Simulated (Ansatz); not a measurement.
Runs of Ansatz 0.2.0 on Ge. The structure is cubic, space group Fd-3m (No. 227). The conventional cell has a = 5.658 Å, b = 5.658 Å, c = 5.658 Å, α = 90.00°, β = 90.00°, γ = 90.00°. Around Ge (site symmetry -43m) lie 4 Ge at 2.45 Å. 

| task | level | potentials or basis | spin | cell | k mesh | cutoff (eV) | smearing | basis error allowed | gap on the mesh (eV) | pressure (GPa) |
| --- | --- | --- | --- | --- | --- | --- | --- | --- | --- | --- |
| atomic charges | PBE-LDA | all-electron LAPW, non-relativistic | off | as given | 8 × 8 × 8 | 291 | fermi-dirac 0.025 eV | 0.002 eV/atom | 0.57 | 9.5 |
| relaxation of the atoms | r2SCAN | all-electron PAW datasets made for the crystal | collinear, ferrimagnetic start | atoms relaxed from: atoms moved at random, drawn with an rms of 0.1 Å | 6 × 6 × 6 | - | gaussian 0.025 eV | - | 0.45 | 0.6 |
| density of states | RPBE | all-electron PAW datasets made for the crystal | off | as given | 8 × 8 × 8 | 140 | fermi-dirac 0.15 eV | - | - | (a) |
| projected density of states | rPW86-PBE | all-electron LAPW, scalar-relativistic | off | as given | 8 × 8 × 8 | 292 | tetrahedron | 0.002 eV/atom | - | (b) |
| band structure | RPBE-LYP | all-electron LAPW, relativistic spinors | SOC, no magnetisation | as given | 6 × 6 × 6 | 317 | fermi-dirac 0.1 eV | 0.001 eV/atom | - | 9.4 |

Estimate the missing entries.

(a) 5.5; (b) 6.9.

Caveats: the program warned that the printed levels may be off, so bands, gaps and densities of states are rough (some runs); this crystal is a semiconductor, whose small gap the functional closes, so the metal is an error of the method (some runs); relativity is left out, which matters for the heavier elements (some runs); the program listed the state as in doubt (some runs); the starting moments weren't kept (some runs); with tetrahedron occupations forces and stress needn't match the slope of the energy (some runs); the k mesh is thin for a metal, which can move the energy by tens of meV per atom (some runs).

A k mesh can miss the band edges, and rows without SOC leave out spin-orbit coupling on Ge.

The runs don't all hold the same shells in valence.

Runs at the PBE level aren't shown here.
